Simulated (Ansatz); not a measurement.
input.yaml

```yaml
crystal:
  lattice:
    - [11.42, 0.0, 0.0]
    - [0.0, 4.19, 0.0]
    - [0.0, 0.0, 4.46]
  atoms:
    - { symbol: Sn, position: [0.123, 0.25, 0.091] }
    - { symbol: Sn, position: [0.377, 0.75, 0.591] }
    - { symbol: Sn, position: [0.623, 0.25, 0.409] }
    - { symbol: Sn, position: [0.877, 0.75, 0.909] }
    - { symbol: Se, position: [0.357, 0.25, 0.016] }
    - { symbol: Se, position: [0.143, 0.75, 0.516] }
    - { symbol: Se, position: [0.857, 0.25, 0.484] }
    - { symbol: Se, position: [0.643, 0.75, 0.984] }
basis:
  ecutwfc: 420
kpoints:
  mp_grid: { grid: [4, 8, 8] }
hamiltonian:
  xc: pbe
  dispersion: d3bj
scf:
  occupations: { method: gaussian, width: 0.02 }
output:
  forces: true
  stress: true
  eigenvalues: true
relax:
  adjacent_minimum: "off"
  f_tol: 0.01
  max_steps: 40
```

Run as
```bash
ansatz run input.yaml --threads 2 --pin off --max-ram 5120MiB --backend cpu --events-out ev --progress --plain --runs-dir out
```

The calculation used DFT PBE+D3(BJ), scalar-relativistic, plane waves, PAW in Ansatz.

Part of what the program printed, abridged:

```
Warning: output.stress: scf.convergence.dr2_threshold = 1e-7 eV (the SCF's general default) is looser than the 8e-10 eV advised for a printed stress (1e-10 eV for each atom of the cell: 8). ...
Pseudopotentials: kind: paw
Pseudopotential: Sn, paw, valence charge 14, recommended cutoff 420 eV (normal)
Pseudopotential: Se, paw, valence charge 16, recommended cutoff 420 eV (normal)
Functional definition: PBE
Crystal: 8 atoms, lattice volume = 213.410 Å³
Basis set: ecut = 420 eV, 4163 PW (Γ), exchange–correlation on 160×60×60 points (8 copies of the dense FFT grid, shifted against one another)
Bands: 72, of which v1, the nominal top of the filled ones, is band 60 counted from 1 (59 counted from 0)
Symmetry: 8 space group operations
Space group: Pnma (ITA 62), of the structure as read, at distance tolerance 6.0e-5 Å
k-points: 75 of 256
Initial density: superposition of atomic densities (neutral atoms: chi_scale 0, normalization atom), corrected by the library's trained network
Initial wavefunctions: pseudopotential atomic-orbital guess
Functional: x = pbe(κ = 0.804, μ = 0.21951497), c = pbe(β = 0.06672455)
SCF iter   1: F=—  HF=-45979.465778 eV  |F-HF|=—  |Δ(HF+E_count)|=         —  Δρ=1.39e-3  dr2=5.01e-3  ethr=1.77e-3  ⟨swp⟩=6.5  Hψ=20328  notcnv=0  defer=11
SCF iter   2: F=—  HF=-45979.462785 eV  |F-HF|=—  |Δ(HF+E_count)|=   2.99e-3  Δρ=6.83e-4  dr2=9.11e-4  ethr=4.17e-6  ⟨swp⟩=2.1  Hψ=11165  notcnv=0  defer=434
SCF iter   3: F=—  HF=-45979.463161 eV  |F-HF|=—  |Δ(HF+E_count)|=   3.76e-4  Δρ=2.55e-4  dr2=9.37e-5  ethr=7.59e-7  ⟨swp⟩=2.1  Hψ=8042  notcnv=0  defer=434
SCF iter   4: F=—  HF=-45979.463208 eV  |F-HF|=—  |Δ(HF+E_count)|=   4.70e-5  Δρ=9.85e-5  dr2=1.56e-5  ethr=7.81e-8  ⟨swp⟩=2.0  Hψ=9460  notcnv=0  defer=434
SCF iter   5: F=-45979.463218 eV  HF=-45979.463219 eV  |F-HF|=6.87e-7  |Δ(HF+E_count)|=   1.06e-5  Δρ=1.92e-5  dr2=7.78e-7  ethr=1.30e-8  ⟨swp⟩=2.0  Hψ=7960  notcnv=0  defer=434
SCF iter   6: F=-45979.463219 eV  HF=-45979.463219 eV  |F-HF|=7.21e-8  |Δ(HF+E_count)|=   5.50e-8  Δρ=7.48e-6  dr2=9.62e-8  ethr=6.49e-10  ⟨swp⟩=7.1  Hψ=25419  notcnv=0
SCF 1 converged in 6 iterations: F = -45979.463219 eV  dr2 = 9.62e-8
relax step   1: F+E_penalty+E_count = -45979.46321879 eV  Δ(F+E_penalty+E_count) = +0.000e0 eV  max|allowed force component| = 3.172e-1 eV/Å  Δτ_max = 0.0000 Å  (6 SCF iters, dr2 threshold 2.50e-6 eV, accepted)
Initial density: handed on by an earlier stage of this run
Initial wavefunctions: those handed on with the density
SCF iter   1: F=—  HF=-45979.490071 eV  |F-HF|=—  |Δ(HF+E_count)|=         —  Δρ=4.18e-3  dr2=3.45e-2  ethr=2.83e-5  ⟨swp⟩=2.0  Hψ=18371  notcnv=0  defer=440
SCF iter   2: F=—  HF=-45979.482052 eV  |F-HF|=—  |Δ(HF+E_count)|=   8.02e-3  Δρ=1.96e-3  dr2=5.23e-3  ethr=2.83e-5  ⟨swp⟩=2.9  Hψ=8286  notcnv=0  defer=440
SCF iter   3: F=—  HF=-45979.481485 eV  |F-HF|=—  |Δ(HF+E_count)|=   5.67e-4  Δρ=5.67e-4  dr2=5.37e-4  ethr=4.36e-6  ⟨swp⟩=2.0  Hψ=6578  notcnv=0  defer=440
SCF iter   4: F=—  HF=-45979.481549 eV  |F-HF|=—  |Δ(HF+E_count)|=   6.45e-5  Δρ=8.52e-5  dr2=1.61e-5  ethr=4.48e-7  ⟨swp⟩=2.0  Hψ=6459  notcnv=0  defer=440
SCF iter   5: F=-45979.481553 eV  HF=-45979.481554 eV  |F-HF|=1.37e-6  |Δ(HF+E_count)|=   4.70e-6  Δρ=2.46e-5  dr2=1.71e-6  ethr=1.34e-8  ⟨swp⟩=2.0  Hψ=9459  notcnv=0  defer=440
SCF iter   6: F=-45979.481554 eV  HF=-45979.481554 eV  |F-HF|=1.77e-7  |Δ(HF+E_count)|=   1.56e-7  Δρ=1.03e-5  dr2=2.21e-7  ethr=1.42e-9  ⟨swp⟩=8.0  Hψ=24013  notcnv=0
SCF 2 converged in 6 iterations: F = -45979.481554 eV  dr2 = 2.21e-7
relax step   2: F+E_penalty+E_count = -45979.48155409 eV  Δ(F+E_penalty+E_count) = -1.834e-2 eV  max|allowed force component| = 1.696e-1 eV/Å  Δτ_max = 0.0871 Å  (6 SCF iters, dr2 threshold 6.29e-6 eV, accepted)
SCF iter   1: F=—  HF=-45979.508163 eV  |F-HF|=—  |Δ(HF+E_count)|=         —  Δρ=3.78e-3  dr2=2.09e-2  ethr=2.24e-4  ⟨swp⟩=4.9  Hψ=13008  notcnv=0  defer=444
SCF iter   2: F=—  HF=-45979.502150 eV  |F-HF|=—  |Δ(HF+E_count)|=   6.01e-3  Δρ=1.69e-3  dr2=3.61e-3  ethr=1.74e-5  ⟨swp⟩=2.0  Hψ=8760  notcnv=0  defer=444
SCF iter   3: F=—  HF=-45979.501677 eV  |F-HF|=—  |Δ(HF+E_count)|=   4.73e-4  Δρ=3.58e-4  dr2=2.41e-4  ethr=3.01e-6  ⟨swp⟩=2.8  Hψ=9893  notcnv=0  defer=444
SCF iter   4: F=—  HF=-45979.501820 eV  |F-HF|=—  |Δ(HF+E_count)|=   1.43e-4  Δρ=6.66e-5  dr2=8.91e-6  ethr=2.01e-7  ⟨swp⟩=2.0  Hψ=6316  notcnv=0  defer=444
SCF iter   5: F=-45979.501821 eV  HF=-45979.501821 eV  |F-HF|=3.13e-8  |Δ(HF+E_count)|=   1.65e-6  Δρ=1.67e-5  dr2=7.53e-7  ethr=7.43e-9  ⟨swp⟩=2.0  Hψ=7956  notcnv=0  defer=444
SCF iter   6: F=-45979.501822 eV  HF=-45979.501822 eV  |F-HF|=8.65e-8  |Δ(HF+E_count)|=   3.13e-7  Δρ=5.95e-6  dr2=9.64e-8  ethr=6.28e-10  ⟨swp⟩=9.1  Hψ=24319  notcnv=0
SCF 3 converged in 6 iterations: F = -45979.501822 eV  dr2 = 9.64e-8
relax step   3: F+E_penalty+E_count = -45979.50182167 eV  Δ(F+E_penalty+E_count) = -2.027e-2 eV  max|allowed force component| = 6.161e-2 eV/Å  Δτ_max = 0.0651 Å  (6 SCF iters, dr2 threshold 1.80e-6 eV, accepted)
SCF iter   1: F=—  HF=-45979.504180 eV  |F-HF|=—  |Δ(HF+E_count)|=         —  Δρ=6.96e-4  dr2=7.04e-4  ethr=7.40e-6  ⟨swp⟩=3.3  Hψ=11680  notcnv=0  defer=444
SCF iter   2: F=—  HF=-45979.503993 eV  |F-HF|=—  |Δ(HF+E_count)|=   1.86e-4  Δρ=3.15e-4  dr2=1.23e-4  ethr=5.87e-7  ⟨swp⟩=2.0  Hψ=7795  notcnv=0  defer=444
SCF iter   3: F=—  HF=-45979.504048 eV  |F-HF|=—  |Δ(HF+E_count)|=   5.47e-5  Δρ=7.61e-5  dr2=9.75e-6  ethr=1.03e-7  ⟨swp⟩=2.5  Hψ=8122  notcnv=0  defer=444
SCF iter   4: F=-45979.504051 eV  HF=-45979.504051 eV  |F-HF|=3.58e-8  |Δ(HF+E_count)|=   2.76e-6  Δρ=1.23e-5  dr2=3.25e-7  ethr=8.12e-9  ⟨swp⟩=2.0  Hψ=6178  notcnv=0  defer=444
SCF iter   5: F=-45979.504051 eV  HF=-45979.504051 eV  |F-HF|=8.79e-9  |Δ(HF+E_count)|=   1.19e-7  Δρ=3.05e-6  dr2=2.16e-8  ethr=2.71e-10  ⟨swp⟩=2.0  Hψ=7956  notcnv=0  defer=444
SCF iter   6: F=-45979.504051 eV  HF=-45979.504051 eV  |F-HF|=1.98e-9  |Δ(HF+E_count)|=   1.55e-8  Δρ=9.96e-7  dr2=3.15e-9  ethr=1.80e-11  ⟨swp⟩=8.0  Hψ=22051  notcnv=0
SCF 4 converged in 6 iterations: F = -45979.504051 eV  dr2 = 3.15e-9
relax step   4: F+E_penalty+E_count = -45979.50405080 eV  Δ(F+E_penalty+E_count) = -2.229e-3 eV  max|allowed force component| = 3.236e-2 eV/Å  Δτ_max = 0.0164 Å  (6 SCF iters, dr2 threshold 5.01e-7 eV, accepted)
SCF iter   1: F=—  HF=-45979.505902 eV  |F-HF|=—  |Δ(HF+E_count)|=         —  Δρ=8.14e-4  dr2=1.46e-3  ethr=8.82e-6  ⟨swp⟩=3.7  Hψ=11867  notcnv=0  defer=437
SCF iter   2: F=—  HF=-45979.505532 eV  |F-HF|=—  |Δ(HF+E_count)|=   3.70e-4  Δρ=3.29e-4  dr2=1.34e-4  ethr=1.22e-6  ⟨swp⟩=2.0  Hψ=9066  notcnv=0  defer=437
SCF iter   3: F=—  HF=-45979.505596 eV  |F-HF|=—  |Δ(HF+E_count)|=   6.45e-5  Δρ=1.14e-4  dr2=1.72e-5  ethr=1.12e-7  ⟨swp⟩=2.1  Hψ=7883  notcnv=0  defer=437
SCF iter   4: F=—  HF=-45979.505603 eV  |F-HF|=—  |Δ(HF+E_count)|=   6.85e-6  Δρ=1.50e-5  dr2=5.05e-7  ethr=1.43e-8  ⟨swp⟩=2.0  Hψ=6163  notcnv=0  defer=437
SCF iter   5: F=-45979.505603 eV  HF=-45979.505603 eV  |F-HF|=4.67e-9  |Δ(HF+E_count)|=   1.45e-7  Δρ=4.17e-6  dr2=3.36e-8  ethr=4.21e-10  ⟨swp⟩=2.0  Hψ=7963  notcnv=0  defer=437
SCF iter   6: F=-45979.505603 eV  HF=-45979.505603 eV  |F-HF|=1.94e-9  |Δ(HF+E_count)|=   1.51e-8  Δρ=1.33e-6  dr2=3.77e-9  ethr=2.80e-11  ⟨swp⟩=8.9  Hψ=22801  notcnv=0
SCF 5 converged in 6 iterations: F = -45979.505603 eV  dr2 = 3.77e-9
relax step   5: F+E_penalty+E_count = -45979.50560327 eV  Δ(F+E_penalty+E_count) = -1.552e-3 eV  max|allowed force component| = 3.392e-3 eV/Å  Δτ_max = 0.0211 Å  (6 SCF iters, dr2 threshold 1.38e-7 eV, accepted)
SCF iter   1: F=—  HF=-45979.505520 eV  |F-HF|=—  |Δ(HF+E_count)|=         —  Δρ=1.35e-6  dr2=3.97e-9  ethr=3.31e-12  ⟨swp⟩=1.0  Hψ=13050  notcnv=0
SCF iter   2: F=-45979.505603 eV  HF=-45979.505603 eV  |F-HF|=1.24e-9  |Δ(HF+E_count)|=   8.34e-5  Δρ=7.85e-7  dr2=1.17e-9  ethr=3.31e-12  ⟨swp⟩=2.0  Hψ=9163  notcnv=0
SCF iter   3: F=-45979.505603 eV  HF=-45979.505603 eV  |F-HF|=5.09e-11  |Δ(HF+E_count)|=   1.36e-9  Δρ=2.38e-7  dr2=1.58e-10  ethr=1.00e-12  ⟨swp⟩=2.1  Hψ=6859  notcnv=0
SCF iter   4: F=-45979.505603 eV  HF=-45979.505603 eV  |F-HF|=7.28e-12  |Δ(HF+E_count)|=  1.09e-10  Δρ=9.55e-8  dr2=1.28e-11  ethr=1.00e-12  ⟨swp⟩=1.2  Hψ=6043  notcnv=0
SCF iter   5: F=-45979.505603 eV  HF=-45979.505603 eV  |F-HF|=0.00e0  |Δ(HF+E_count)|=    0.00e0  Δρ=3.91e-8  dr2=2.14e-12  ethr=1.00e-12  ⟨swp⟩=1.0  Hψ=4963  notcnv=0
SCF iter   6: F=-45979.505603 eV  HF=-45979.505603 eV  |F-HF|=7.28e-12  |Δ(HF+E_count)|=  7.28e-12  Δρ=5.33e-9  dr2=5.40e-14  ethr=1.00e-12  ⟨swp⟩=1.0  Hψ=10663  notcnv=0
SCF 6 converged in 6 iterations: F = -45979.505603 eV  dr2 = 5.40e-14
relax step   6: F+E_penalty+E_count = -45979.50560327 eV  Δ(F+E_penalty+E_count) = -1.070e-9 eV  max|allowed force component| = 3.398e-3 eV/Å  Δτ_max = 0.0000 Å  (6 SCF iters, accepted)
SCF converged after 6 iterations
Free energy (F): -45979.505603 eV
Harris-Foulkes:  -45979.505603 eV  (|F-HF|=7.28e-12)
Internal energy: -45979.505603 eV  (E = F + TS)
E sigma→0 (E₀):  -45979.505603 eV
Fermi energy:    9.344870 eV
--- Per-component energies (eV) ---
  E_band       = -1877.875389
  E_kinetic    = 1216.111251
  E_local      = -13208.773994  (includes V_loc(G=0)·N_el)
  E_nonlocal   = -2513.871268
  E_hartree    = 6968.011072
  E_xc         = -1950.020027
  E_vxc        = -779.394281  (∫ρ·V_xc dr)
  E_paw        = -24179.846416  (= ΣΔE_a)
  E_vpaw       = -527.966890  (= ΣTr[D̂ρ^β])
  E_aug_tail   = -0.002365  (compensation charges beyond the density's cutoff)
  E_ewald      = -12308.213179
  E_disp       = -2.900678  (pairwise vdW)
  E_smearing   =  0.000000  (= −TS)
--- Forces (eV/Å), atoms counted from 1 ---
  atom   1  Sn    -0.00224496     0.00000000     0.00299472
  atom   2  Sn     0.00224496     0.00000000     0.00299472
  atom   3  Sn    -0.00224496     0.00000000    -0.00299472
  atom   4  Sn     0.00224496     0.00000000    -0.00299472
  atom   5  Se    -0.00296554     0.00000000    -0.00339779
  atom   6  Se     0.00296554     0.00000000    -0.00339779
  atom   7  Se    -0.00296554     0.00000000     0.00339779
  atom   8  Se     0.00296554     0.00000000     0.00339779
--- Stress (GPa, compression-positive) ---
        0.057541       0.000000       0.000000
        0.000000      -0.854342       0.000000
        0.000000       0.000000      -0.757137
  P = ⅓ Tr σ = -0.5180 GPa (-5.180 kbar)
--- Band table (eV; the first three rows and the last of 75) ---
  k-point 0: bands = ["-38.3480", "-38.3480", "-38.3479", "-38.3479", "-38.3467", "-38.3466", "-38.3465", "-38.3465", "-38.3282", "-38.3281", "-38.3280", "-38.3279", "-38.3262", "-38.3261", "-38.3260", "-38.3259", "-38.3199", "-38.3198", "-38.3197", "-38.3196", "-12.3436", "-12.3307", "-12.3291", "-12.3251", "-12.3245", "-12.3212", "-12.3178", "-12.3174", "-12.3126", "-12.3099", "-12.3089", "-12.3084", "-12.2969", "-12.2916", "-12.2777", "-12.2725", "-12.2691", "-12.2651", "-12.2569", "-12.2489", "-4.7207", "-4.3402", "-3.7401", "-3.2126", "1.8299", "2.9754", "3.4194", "3.9521", "4.2029", "5.6691", "5.7138", "5.7740", "6.1740", "6.2218", "6.7150", "7.2076", "7.4702", "7.9336", "8.2625", "8.4 ...
  k-point 1: bands = ["-38.3480", "-38.3480", "-38.3479", "-38.3479", "-38.3467", "-38.3466", "-38.3465", "-38.3465", "-38.3282", "-38.3281", "-38.3280", "-38.3279", "-38.3262", "-38.3261", "-38.3260", "-38.3259", "-38.3199", "-38.3198", "-38.3197", "-38.3196", "-12.3427", "-12.3300", "-12.3293", "-12.3253", "-12.3247", "-12.3224", "-12.3177", "-12.3172", "-12.3131", "-12.3091", "-12.3089", "-12.3065", "-12.2963", "-12.2918", "-12.2779", "-12.2721", "-12.2697", "-12.2655", "-12.2566", "-12.2492", "-4.6560", "-4.2817", "-3.7273", "-3.2255", "1.5939", "2.8383", "3.0566", "3.7269", "4.1805", "5.7216", "5.7694", "6.1684", "6.3118", "6.6291", "6.7840", "7.2874", "7.5063", "8.1063", "8.2003", "8.4 ...
  k-point 2: bands = ["-38.3480", "-38.3480", "-38.3479", "-38.3479", "-38.3466", "-38.3466", "-38.3465", "-38.3465", "-38.3281", "-38.3281", "-38.3280", "-38.3279", "-38.3262", "-38.3261", "-38.3260", "-38.3259", "-38.3199", "-38.3198", "-38.3197", "-38.3197", "-12.3403", "-12.3299", "-12.3283", "-12.3271", "-12.3251", "-12.3240", "-12.3184", "-12.3165", "-12.3141", "-12.3096", "-12.3057", "-12.3024", "-12.2952", "-12.2925", "-12.2778", "-12.2712", "-12.2711", "-12.2663", "-12.2557", "-12.2501", "-4.4741", "-4.1168", "-3.7160", "-3.2803", "1.1597", "2.2346", "2.5392", "3.2895", "4.3457", "5.9741", "6.0560", "6.5658", "6.7380", "6.9489", "7.1403", "7.5681", "7.8350", "7.8863", "8.4209", "8.7 ...
  k-point 74: bands = ["-38.3480", "-38.3480", "-38.3480", "-38.3480", "-38.3465", "-38.3465", "-38.3465", "-38.3465", "-38.3280", "-38.3280", "-38.3280", "-38.3280", "-38.3261", "-38.3261", "-38.3261", "-38.3261", "-38.3197", "-38.3197", "-38.3197", "-38.3197", "-12.3429", "-12.3429", "-12.3429", "-12.3429", "-12.3161", "-12.3161", "-12.3161", "-12.3161", "-12.3038", "-12.3038", "-12.3038", "-12.3038", "-12.2819", "-12.2819", "-12.2819", "-12.2819", "-12.2595", "-12.2595", "-12.2595", "-12.2595", "-3.4264", "-3.4264", "-3.4264", "-3.4264", "2.3037", "2.3037", "2.3037", "2.3037", "4.4531", "4.4531", "4.4531", "4.4531", "5.2805", "5.2805", "5.2805", "5.2805", "7.5208", "7.5208", "7.5208", "7. ...
--- Relaxed structure (6 steps of the walk, 6 accepted, 0 SCFs on fresh bases) ---
  F+E_penalty+E_count = -45979.50560327 eV   max|allowed force component| = 3.398e-3 eV/Å
  atoms:
    - { symbol: Sn, position: [0.11723495, 0.25, 0.10406370] }
    - { symbol: Sn, position: [0.38276504, 0.75, 0.60406370] }
    - { symbol: Sn, position: [0.61723495, 0.25, 0.39593629] }
    - { symbol: Sn, position: [0.88276504, 0.75, 0.89593629] }
    - { symbol: Se, position: [0.35741876, 0.25, 0.02106535] }
    - { symbol: Se, position: [0.14258123, 0.75, 0.52106535] }
    - { symbol: Se, position: [0.85741876, 0.25, 0.47893464] }
    - { symbol: Se, position: [0.64258123, 0.75, 0.97893464] }
```

The relaxation met its thresholds.

The run took 51 s on 2 threads of AMD EPYC 9R45 96-Core Processor (Zen 5) (shared host), peak memory 1.1 GiB.